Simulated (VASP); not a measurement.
# In in VASP: work function with PBE

Aim: the work function of In with PBE.

Program: VASP 6.6.1. These are calculated values, not measurements. Logs are shortened: lines on timing, memory, paths and dates and some standing lists are left out, and cuts for length are marked.

## (1) The cell of the first run

The cell holds a slab with vacuum, 7 atoms: a = 3.364 Å, b = 3.364 Å, c = 31.200 Å, α = 90.00°, β = 90.00°, γ = 120.00°.

The slab is cut from a database's or a generator's crystal, which needn't be the stable form of the element.

## (2) Work function, PBE (the (0 0 1) slab of In, cut from the database cell, not relaxed)

File INCAR:

```
PREC = Accurate
ENCUT = 520
EDIFF = 1E-7
ISMEAR = 0
SIGMA = 0.05
LREAL = False
LASPH = True
NELM = 80
ALGO = Normal
ISIF = 2
LWAVE = False
LCHARG = True
LDIPOL = True
IDIPOL = 3
DIPOL = 0.5 0.5 0.500
GGA = PE
LELF = True
LVHAR = True
LVACPOTAV = True
```

File KPOINTS:

```
regular mesh
0
Gamma
  9 9 1
```

File POSCAR:

```
In
1.0
    3.3638438630      0.0000000000      0.0000000000
   -1.6819219315      2.9131742397      0.0000000000
    0.0000000000      0.0000000000     31.1995625400
In
7
Direct
    0.3333333300      0.6666666600      0.2403879859
    0.0000000000      0.0000000000      0.3269253239
    0.6666666700      0.3333333400      0.4134626620
    0.0000000000      0.0000000000      0.5000000000
    0.3333333300      0.6666666600      0.5865373380
    0.0000000000      0.0000000000      0.6730746761
    0.6666666700      0.3333333400      0.7596120141
```

Potentials or basis: VASP PAW PBE potentials, release 64 (In_d).

Run with:

```
$ cat potpaw_PBE.64/In_d/POTCAR > POTCAR
$ mpirun -np 1 vasp_std > vasp.out
```

OUTCAR:

```text
PREC = Accurate
   ENCUT = 520
   EDIFF = 1E-7
   ISMEAR = 0
   LREAL = False
   LASPH = True
   NELM = 80
   ISIF = 2
   GGA = PE

 ion  position               nearest neighbor table
   1  0.333  0.667  0.240-   2 3.33   2 3.33   2 3.33
   2  0.000  0.000  0.327-   1 3.33   3 3.33   1 3.33   1 3.33   3 3.33   3 3.33
   3  0.667  0.333  0.413-   4 3.33   2 3.33   4 3.33   4 3.33   2 3.33   2 3.33
   4  0.000  0.000  0.500-   5 3.33   3 3.33   3 3.33   5 3.33   3 3.33   5 3.33
   5  0.333  0.667  0.587-   4 3.33   6 3.33   4 3.33   4 3.33   6 3.33   6 3.33
   6  0.000  0.000  0.673-   7 3.33   5 3.33   7 3.33   7 3.33   5 3.33   5 3.33
   7  0.667  0.333  0.760-   6 3.33   6 3.33   6 3.33

  LATTYP: Found a hexagonal cell.
 ALAT       =     3.3638438630
 C/A-ratio  =     9.2749734562

  Lattice vectors:

 A1 = (   3.3638438630,   0.0000000000,   0.0000000000)
 A2 = (  -1.6819219315,   2.9131742397,   0.0000000000)
 A3 = (   0.0000000000,   0.0000000000,  31.1995625400)

Analysis of symmetry for initial positions (statically):
=====================================================================
 Subroutine PRICEL returns:
 Original cell was already a primitive cell.

 Routine SETGRP: Setting up the symmetry group for a
 hexagonal supercell.

 Subroutine GETGRP returns: Found 12 space group operations
 (whereof 12 operations were pure point group operations)
 out of a pool of 24 trial point group operations.

The static configuration has the point symmetry D_3d.

Analysis of symmetry for dynamics (positions and initial velocities):
=====================================================================
 Subroutine PRICEL returns:
 Original cell was already a primitive cell.

 Routine SETGRP: Setting up the symmetry group for a
 hexagonal supercell.

 Subroutine GETGRP returns: Found 12 space group operations
 (whereof 12 operations were pure point group operations)
 out of a pool of 24 trial point group operations.

The dynamic configuration has the point symmetry D_3d.

 Subroutine INISYM returns: Found 12 space group operations
 (whereof 12 operations are pure point group operations),
 and found     1 'primitive' translations

----------------------------------------------------------------------------------------

                                     Primitive cell

  volume of cell :     305.7390

  direct lattice vectors                    reciprocal lattice vectors
     3.363843863  0.000000000  0.000000000     0.297278958  0.171634087  0.000000000
    -1.681921932  2.913174240  0.000000000     0.000000000  0.343268173  0.000000000
     0.000000000  0.000000000 31.199562540     0.000000000  0.000000000  0.032051731

  length of vectors
     3.363843863  3.363843863 31.199562540     0.343268173  0.343268173  0.032051731

  position of ions in fractional coordinates (direct lattice)
     0.333333330  0.666666660  0.240387986
     0.000000000  0.000000000  0.326925324
     0.666666670  0.333333340  0.413462662
     0.000000000  0.000000000  0.500000000
     0.333333330  0.666666660  0.586537338
     0.000000000  0.000000000  0.673074676
     0.666666670  0.333333340  0.759612014

  ion indices of the primitive-cell ions
   primitive index   ion index
                 1           1
                 2           2
                 3           3
                 4           4
                 5           5
                 6           6
                 7           7

----------------------------------------------------------------------------------------

 KPOINTS: regular mesh

Automatic generation of k-mesh.
 Grid dimensions read from file:
 generate k-points for:    9    9    1

 Generating k-lattice:

  Cartesian coordinates                     Fractional coordinates (reciprocal lattice)
     0.033030995  0.019070454  0.000000000     0.111111111 -0.000000000  0.000000000
     0.000000000  0.038140908  0.000000000     0.000000000  0.111111111  0.000000000
     0.000000000  0.000000000  0.032051731     0.000000000  0.000000000  1.000000000

  Length of vectors
     0.038140908  0.038140908  0.032051731

  Shift w.r.t. Gamma in fractional coordinates (k-lattice)
     0.000000000  0.000000000  0.000000000

 Subroutine IBZKPT returns following result:
 ===========================================

 Found     12 irreducible k-points:

 Following reciprocal coordinates:
            Coordinates               Weight
  0.000000  0.000000  0.000000      1.000000
  0.111111  0.000000  0.000000      6.000000
  0.222222  0.000000  0.000000      6.000000
  0.333333 -0.000000  0.000000      6.000000
  0.444444  0.000000  0.000000      6.000000
  0.111111  0.111111  0.000000      6.000000
  0.222222  0.111111  0.000000     12.000000
  0.333333  0.111111  0.000000     12.000000
  0.444444  0.111111  0.000000      6.000000
  0.222222  0.222222  0.000000      6.000000
  0.333333  0.222222  0.000000     12.000000
  0.333333  0.333333  0.000000      2.000000
   k-points           NKPTS =     12   k-points in BZ     NKDIM =     12   number of bands    NBANDS=     54
   number of dos      NEDOS =    301   number of ions     NIONS =      7
   total plane-waves  NPLWV = 188160
   dimension x,y,z NGX =    28 NGY =   28 NGZ =  240
   dimension x,y,z NGXF=    56 NGYF=   56 NGZF=  480
   ions per type =               7
   NGX,Y,Z   is equivalent  to a cutoff of  13.84, 13.84, 12.79 a.u.
   NGXF,Y,Z  is equivalent  to a cutoff of  27.68, 27.68, 25.58 a.u.
 SYSTEM =  unknown system
   PREC   = accura    normal or accurate (medium, high low for compatibility)
   ISTART =      0    job   : 0-new  1-cont  2-samecut
   ICHARG =      2    charge: 1-file 2-atom 10-const
   ISPIN  =      1    spin polarized calculation?
   LNONCOLLINEAR =      F non collinear calculations
   LSORBIT =      F    spin-orbit coupling
   LASPH  =      T    aspherical Exc in radial PAW
   ENCUT  =  520.0 eV  38.22 Ry    6.18 a.u.   6.25  6.25 58.01*2*pi/ulx,y,z
   NELM   =     80;   NELMIN=  2; NELMDL= -5     # of ELM steps
   EDIFF  = 0.1E-06   stopping-criterion for ELM
   LREAL  =      F    real-space projection
   EDIFFG = 0.1E-05   stopping-criterion for IOM
   NSW    =      0    number of steps for IOM
   IBRION =     -1    ionic relax: 0-MD 1-quasi-New 2-CG
   NFREE  =      0    steps in history (QN), initial steepest desc. (CG)
   ISIF   =      2    stress and relaxation
   ISYM   =      2    0-nonsym 1-usesym 2-fastsym
   POTIM  = 0.5000    time-step for ionic-motion
   TEBEG  =    0.0;   TEEND  =   0.0 temperature during run
   PSTRESS=    0.0 pullay stress
   NELECT =      91.0000    total number of electrons
   NUPDOWN=      -1.0000    fix difference up-down
   EMIN   =  10.00;   EMAX   =-10.00  energy-range for DOS
   EFERMI =   0.00;   METHOD = LEGACY
   ISMEAR =     0;   SIGMA  =   0.05  broadening in eV -4-tet -1-fermi 0-gaus
   EFERMI_NEDOS =   21; number of points for ismear=-14 and -15
   IALGO  =     38    algorithm
   IMIX   =      4    mixing-type and parameters
     AMIX     =   0.40;   BMIX     =  1.00
     AMIX_MAG =   1.60;   BMIX_MAG =  1.00
  volume/ion in A,a.u.               =      43.68       294.75
  Fermi-wavevector in a.u.,A,eV,Ry     =   1.093046  2.065557 16.255549  1.194749
  Thomas-Fermi vector in A             =   2.229323
   LORBIT       =      0    0 simple, 1 ext, 2 COOP (PROOUT), +10 PAW based schemes
   GGA     = PE    functional components
   LHFCALC =     F    Hartree Fock is set to
   AEXX    =    0.0000 exact exchange contribution
   IVDW    =     0    specifies the selected vdW correction
   LEPSILON=     F    determine dielectric tensor
   LRPA    =     F    only Hartree local field effects (RPA)
 non-spin polarized calculation
 Gauss-broadening in eV      SIGMA  =   0.05
  energy-cutoff  :      520.00
  volume of cell :      305.74
 maximum number of plane-waves:      8277
 NGX is ok and might be reduce to    28
   NGX = 13   NGY = 13   NGZ =117

 dipolmoment           0.000000      0.000000     -0.000000 electrons x Angstroem

 number of electron      90.9999997 magnetization

 dipolmoment           0.000000      0.000000      0.000000 electrons x Angstroem

 Free energy of the ion-electron system (eV)
  ---------------------------------------------------
  ext. energy  EPLUGINS =         0.00000000
  ---------------------------------------------------
  free energy    TOTEN  =       -17.43557918 eV

  energy without entropy =      -17.42874685  energy(sigma->0) =      -17.43216302

 E-fermi :   3.0620     XC(G=0):  -6.6749

 val. band max:        3.0602960025   @ k =   0.4444   0.1111   0.0000
 cond. band min:       3.1168750122   @ k =   0.3333   0.2222   0.0000
 fundamental gap:      0.0565790097
 Fermi energy:         3.0620417351

 k-point     1 :       0.0000    0.0000    0.0000
  band No.  band energies     occupation
      1     -11.6803      2.00000
      2     -11.6798      2.00000
      3     -11.6436      2.00000
      4     -11.6415      2.00000
      5     -11.6183      2.00000
      6     -11.6148      2.00000
[... 46 lines left out ...]
     53      11.1972      0.00000
     54      11.1972      0.00000

 k-point     2 :       0.1111    0.0000    0.0000
  band No.  band energies     occupation
      1     -11.6715      2.00000
      2     -11.6714      2.00000
      3     -11.6401      2.00000
      4     -11.6388      2.00000
      5     -11.6148      2.00000
      6     -11.6109      2.00000
[... 46 lines left out ...]
     53       9.5036      0.00000
     54       9.9086      0.00000
[... 511 lines left out ...]
     53       4.8260      0.00000
     54       5.0967      0.00000

 k-point    12 :       0.3333    0.3333    0.0000
  band No.  band energies     occupation
      1     -11.6848      2.00000
      2     -11.6848      2.00000
      3     -11.6701      2.00000
      4     -11.6701      2.00000
      5     -11.6423      2.00000
      6     -11.6363      2.00000
[... 46 lines left out ...]
     53       3.7681      0.00000
     54       4.6355      0.00000

------------------------ aborting loop because EDIFF is reached ----------------------------------------

  FORCE on cell =-STRESS in cart. coord.  units (eV):
  Direction    XX          YY          ZZ          XY          YZ          ZX
  --------------------------------------------------------------------------------------
  -------------------------------------------------------------------------------------
  Total        0.7991970      0.7991970      0.8332188      0.0000000      0.0000000     -0.0000000
  in kB        4.1880669      4.1880669      4.3663530      0.0000000      0.0000000     -0.0000000
  external PRESSURE =       4.2474956 kB  Pullay stress =       0.0000000 kB

 VOLUME and BASIS-vectors are now :
 -----------------------------------------------------------------------------
  energy-cutoff  :      520.00
  volume of cell :      305.74
      direct lattice vectors                 reciprocal lattice vectors
     3.363843863  0.000000000  0.000000000     0.297278958  0.171634087  0.000000000
    -1.681921932  2.913174240  0.000000000     0.000000000  0.343268173  0.000000000
     0.000000000  0.000000000 31.199562540     0.000000000  0.000000000  0.032051731

 POSITION                                       TOTAL-FORCE (eV/Angst)
 -----------------------------------------------------------------------------------
      0.00000      1.94212      7.50000        -0.000000      0.000000     -0.150125
      0.00000      0.00000     10.19993        -0.000000     -0.000000      0.164653
      1.68192      0.97106     12.89985         0.000000     -0.000000     -0.053428
      0.00000      0.00000     15.59978        -0.000000      0.000000      0.000000
      0.00000      1.94212     18.29971         0.000000      0.000000      0.053428
      0.00000      0.00000     20.99964        -0.000000      0.000000     -0.164653
      1.68192      0.97106     23.69956         0.000000     -0.000000      0.150125
 -----------------------------------------------------------------------------------
    total drift:                               -0.000000      0.000000      0.000000

  FREE ENERGIE OF THE ION-ELECTRON SYSTEM (eV)
  ---------------------------------------------------
  free  energy   TOTEN  =       -17.4355791850 eV

  energy  without entropy=      -17.4287468485  energy(sigma->0) =      -17.43216302

 vacuum level on the upper side and lower side of the slab         6.768         6.768
```

Wall time 21 min (1 thread of Intel Xeon Platinum 8375C at 2.90GHz (Ice Lake), shared host); peak memory 0.51 GiB.

What came out:

* Free energy: -17.4356 eV
* Largest force: 0.165 eV/Å
* Band gap on the k mesh: none (metal or under the smearing width)
* Work function of the upper face: 3.71 eV
* Work function of the lower face: 3.71 eV

Forces on the atoms (eV/Å):
```
In   0.000  0.000 -0.150
In   0.000  0.000  0.165
In   0.000  0.000 -0.053
In   0.000  0.000  0.000
In   0.000  0.000  0.053
In   0.000  0.000 -0.165
In   0.000  0.000  0.150
```
